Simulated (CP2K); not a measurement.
The system is ZnS (Wurtzite-2H).

```
Zn S
1.0
     3.81100    0.00000    0.00000
    -1.90550    3.30042    0.00000
     0.00000    0.00000    6.23400
Zn S
2 2
Cartesian
  1.9055 1.1001 3.1170
  0.0000 2.2003 0.0000
  1.9055 1.1001 5.5171
  0.0000 2.2003 2.4001
```

Base run:

- Program: CP2K 2026.2
- Functional: PBE
- Potentials or basis: POTENTIAL_UZH Zn GTH-PBE-q12, S GTH-PBE-q6; TZVP-MOLOPT-PBE-GTH basis
- Density cutoff: 6123 eV
- k mesh: 8 × 8 × 5
- Occupations: fermi-dirac, width 0.05 eV
- Spin: no spin polarisation

Its results: band gap on the k mesh 2.21 eV, direct; pressure 2.8 GPa.

Question: The run is repeated on the same cell with these changes: functional from PBE to PBEsol; occupations from fermi-dirac, width 0.05 eV to fermi-dirac, width 0.1 eV. What comes out?

Answer: Band gap on the k mesh 2.03 eV, direct; pressure -0.6 GPa.

Caveats: the basis of atomic orbitals isn't converged, which shifts pressures, moduli and gaps; an odd mesh through Γ misses points on the zone boundary, where band edges often lie (some runs); the potentials were made for another functional, which shifts forces and pressure (some runs).

Not every run made on this cell is shown here.
